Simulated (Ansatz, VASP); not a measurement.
# Rh: VASP beside Ansatz

File INCAR:

```
SYSTEM = Rh
  PREC = Accurate
  ENCUT = 520
  EDIFF = 1E-7
  ISMEAR = -1
  SIGMA = 0.05
  LREAL = .FALSE.
  LASPH = .TRUE.
  NELM = 100
  ALGO = Normal
  ISIF = 2
  LWAVE = .FALSE.
  LCHARG = .FALSE.
  GGA = PE
  NBANDS = 22
```

Contents of KPOINTS:

```
Automatic mesh
0
G
  11 11 6
  0 0 0
```

The input POSCAR:

```
Rh
1.0
    2.7845412492      0.0000000000      0.0000000000
   -1.3922706246      2.4114834597      0.0000000000
    0.0000000000      0.0000000000      4.5153441684
Rh
2
Direct
    0.3333333333      0.6666666667      0.2500000000
    0.6666666667      0.3333333333      0.7500000000
```

The input input.yaml:

```yaml
crystal:
  lattice:
    - [2.7845412492, 0.0, 0.0]
    - [-1.3922706246, 2.4114834597, 0.0]
    - [0.0, 0.0, 4.5153441684]
  atoms:
    - { symbol: Rh, position: [0.3333333333, 0.6666666667, 0.25] }
    - { symbol: Rh, position: [0.6666666667, 0.3333333333, 0.75] }
hamiltonian:
  xc: pbe
  pseudopotentials: { kind: paw, azcp: { folder: soft_1 } }
kpoints:
  mp_grid: { grid: [11, 11, 6] }
scf:
  occupations: { method: fermi_dirac, width: 0.05 }
output:
  forces: true
  stress: true
  eigenvalues: true
```

This isn't the form of Rh at room conditions, which is fcc.

Alike in both runs: task single point; functional PBE; k mesh 11 × 11 × 6; occupations fermi-dirac, width 0.05 eV; no spin polarisation.

|  | VASP | Ansatz |
| --- | --- | --- |
| version | VASP 6.6.1 | Ansatz 0.2.0 |
| potentials or method | VASP PAW PBE potentials, release 64 (Rh_pv) | Ansatz PAW soft_1 |
| plane-wave cutoff (eV) | 520 | 420 |
| valence electrons in the cell | 30 | 34 |

```csv
,VASP,Ansatz,Ansatz less VASP
gap on the k mesh at the Fermi level (eV),none,none,-
pressure (GPa),-15.2,-15.2,-0.02
largest component of the traceless stress (GPa),0.96,0.96,+0.004
```

A gap of «none» marks a metal or a gap that the smearing closes. The two sets of potentials don't hold the same shells in valence.

Caveats: so large a pressure means that the cell lies far from this level's equilibrium, or that cutoff or potentials fall short (VASP).
